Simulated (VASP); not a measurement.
Wanted: the native input for a VASP 6.6.1 run.

```yaml
Task: band structure
Functional: LDA
Potentials_or_basis: VASP PAW LDA potentials, release 64 (C)
Cutoff: 520 eV
k_mesh: 13 × 13 × 13
Occupations: fermi-dirac, width 0.05 eV
Spin: no spin polarisation
Further_INCAR_settings: ALGO = Normal; EDIFF = 1e-06; NBANDS = 11
```

C:

```
CELL_PARAMETERS angstrom
0.00000 1.78337 1.78337
1.78337 0.00000 1.78337
1.78337 1.78337 0.00000
ATOMIC_POSITIONS crystal
C 0.75000 0.75000 0.75000
C 0.50000 0.50000 0.50000
```

This isn't the form of C at room conditions, which is graphite.

One way to write it, as run:

POSCAR

```
C
1.0
    0.0000000000      1.7833700000      1.7833700000
    1.7833700000      0.0000000000      1.7833700000
    1.7833700000      1.7833700000      0.0000000000
C
2
Direct
    0.7500000000      0.7500000000      0.7500000000
    0.5000000000      0.5000000000      0.5000000000
```

INCAR.step1

```
SYSTEM = C
  PREC = Accurate
  ENCUT = 520
  EDIFF = 1E-6
  ISMEAR = -1
  SIGMA = 0.05
  LREAL = .False.
  LASPH = .True.
  NELM = 80
  ALGO = Normal
  ISIF = 2
  LWAVE = .False.
  LCHARG = .True.
  NBANDS = 11
```

KPOINTS.step1

```
regular mesh
0
Gamma
  13 13 13
  0 0 0
```

INCAR.step2

```
SYSTEM = C
  PREC = Accurate
  ENCUT = 520
  EDIFF = 1E-6
  ISMEAR = 0
  SIGMA = 0.05
  LREAL = .False.
  LASPH = .True.
  NELM = 80
  ALGO = Normal
  ISIF = 2
  LWAVE = .False.
  LCHARG = .False.
  NBANDS = 11
  ICHARG = 11
```

KPOINTS.step2

```
path GXWKGLUWLK,UX
10
line-mode
reciprocal
 0.0000000000  0.0000000000  0.0000000000  G
 0.5000000000  0.0000000000  0.5000000000  X

 0.5000000000  0.0000000000  0.5000000000  X
 0.5000000000  0.2500000000  0.7500000000  W

 0.5000000000  0.2500000000  0.7500000000  W
 0.3750000000  0.3750000000  0.7500000000  K

 0.3750000000  0.3750000000  0.7500000000  K
 0.0000000000  0.0000000000  0.0000000000  G

 0.0000000000  0.0000000000  0.0000000000  G
 0.5000000000  0.5000000000  0.5000000000  L

 0.5000000000  0.5000000000  0.5000000000  L
 0.6250000000  0.2500000000  0.6250000000  U

 0.6250000000  0.2500000000  0.6250000000  U
 0.5000000000  0.2500000000  0.7500000000  W

 0.5000000000  0.2500000000  0.7500000000  W
 0.5000000000  0.5000000000  0.5000000000  L

 0.5000000000  0.5000000000  0.5000000000  L
 0.3750000000  0.3750000000  0.7500000000  K

 0.6250000000  0.2500000000  0.6250000000  U
 0.5000000000  0.0000000000  0.5000000000  X
```

Potentials or basis: VASP PAW LDA potentials, release 64 (C).

Run with:

```console
$ cat potpaw_LDA.64/C/POTCAR > POTCAR
$ cp INCAR.step1 INCAR
$ cp KPOINTS.step1 KPOINTS
$ mpirun -np 1 vasp_std > vasp.out
$ cp INCAR.step2 INCAR
$ cp KPOINTS.step2 KPOINTS
$ mpirun -np 1 vasp_std > vasp.out
```

It gave:

* Band gap on the k mesh: 4.11 eV, indirect (least direct gap 5.54 eV)
* Band gap along the path: 4.11 eV, indirect (least direct gap 5.54 eV)

Caveat: the log is that of the step along the path at fixed density, whose energy, stress, charges and moments have no meaning.

Run time: 17 s on 1 thread of Intel(R) Xeon(R) Platinum 8375C CPU @ 2.90GHz (Ice Lake), on a shared host, peak memory 0.11 GiB.
